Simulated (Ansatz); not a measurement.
**ZnS stretched along one axis: stress and gap**

Cell: an entry of the Crystallography Open Database (COD), whose atoms a relaxation with PBE at fixed cell left in place.

```yaml
crystal:
  lattice:
    - [3.82270, 0.00000, 0.00000]
    - [-1.91135, 3.31056, 0.00000]
    - [0.00000, 0.00000, 6.26070]
  atoms:
    - { symbol: Zn, position: [0.33333, 0.66667, 0.00000] }
    - { symbol: Zn, position: [0.66667, 0.33333, 0.50000] }
    - { symbol: S, position: [0.33333, 0.66667, 0.37480] }
    - { symbol: S, position: [0.66667, 0.33333, 0.87480] }
```

Atom numbers follow the list; atoms alike are taken as one site, whose name carries the number of the first.

The numbers come from a DFT calculation in Ansatz (PBE, plane waves and PAW, scalar-relativistic, 420 eV cutoff, Γ-centred 13×13×7 k-points, Fermi–Dirac smearing 0.02 eV).

The cell is stretched along z (the third Cartesian axis of the run's cell), x and y held, and the ions relax again each time. Tension counts as positive.

| strain along z (%) | stress along z (GPa) | stress along x (GPa) | gap on the k-mesh (eV) |
| --- | --- | --- | --- |
| -3 | -6.0 | -2.8 | 2.31 |
| -2 | -4.5 | -2.3 | 2.29 |
| -1 | -2.9 | -1.8 | 2.24 |
| 0 | -1.5 | -1.3 | 2.17 |
| +1 | ? | ? | ? |
| +2 | 1.3 | -0.5 | 2.02 |
| +3 | 2.6 | -0.1 | 1.94 |

(1) Estimate the row at +1 % from the others.

## Answers

(1) stress along z (GPa): -0.1; stress along x (GPa): -0.9; gap on the k-mesh (eV): 2.09. Worked: parabolas through the other 6 rows give -0.1 and -0.9 GPa at +1 %. Their slopes at zero strain are 143 GPa (the stiffness along z) and 44 GPa (the coupling of z to x). They hold at this cell, where the calculated pressure is 1.4 GPa. The gap closes by 72 meV per per cent of stretch between the rows next to zero strain; the parabola gives 2.10 eV for the withheld row.

PBE gaps are too small, by a third to a half in many semiconductors; their changes with strain are better.

All values belong to this cell and structure model.
